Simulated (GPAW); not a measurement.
Te:

```
CELL_PARAMETERS angstrom
2.30590 1.33131 1.69095
-2.30590 1.33131 1.69095
0.00000 -2.66263 1.69095
ATOMIC_POSITIONS crystal
Te 0.50000 0.50000 0.50000
```

This isn't the form of Te at room conditions, which is trigonal, of chains.

```yaml
Program: GPAW 26.7.0
Task: relaxation of cell and atoms
Functional: PBE
Potentials_or_basis: GPAW PAW data sets (gpaw-data 1.2.1)
Cutoff: 600 eV
Basis: pw
k_mesh: 9 × 9 × 9
Occupations: fermi-dirac, width 0.05 eV
Spin: no spin polarisation
```

At the start: pressure 2.2 GPa; volume 31.15 Å³/atom.

Question: Where does the relaxation end?

Answer: Over 8 steps the energy falls by 11.7 meV/atom and the volume is 32.63 Å³/atom (+4.8 %); space group R-3m (No. 166, to 0.05 Å).

The path:
```tsv
step	energy change (eV)	largest force (eV/Å)	pressure (GPa)	volume (Å³)
1	0.0000	0.0000	2.17	31.15
2	-0.0059	0.0000	1.13	31.71
3	-0.0085	0.0000	0.04	32.38
4	-0.0087	0.0000	-0.05	32.45
5	-0.0102	0.0000	-0.48	32.83
6	-0.0110	0.0000	-0.57	32.95
7	-0.0116	0.0000	-0.31	32.81
8	-0.0117	0.0000	-0.02	32.63
```

Final structure:
```
CELL_PARAMETERS angstrom
2.29063 1.32249 1.79503
-2.29063 1.32249 1.79503
0.00000 -2.64499 1.79503
ATOMIC_POSITIONS crystal
Te 0.50000 0.50000 0.50000
```

Caveat: later steps reuse the first step's grids.
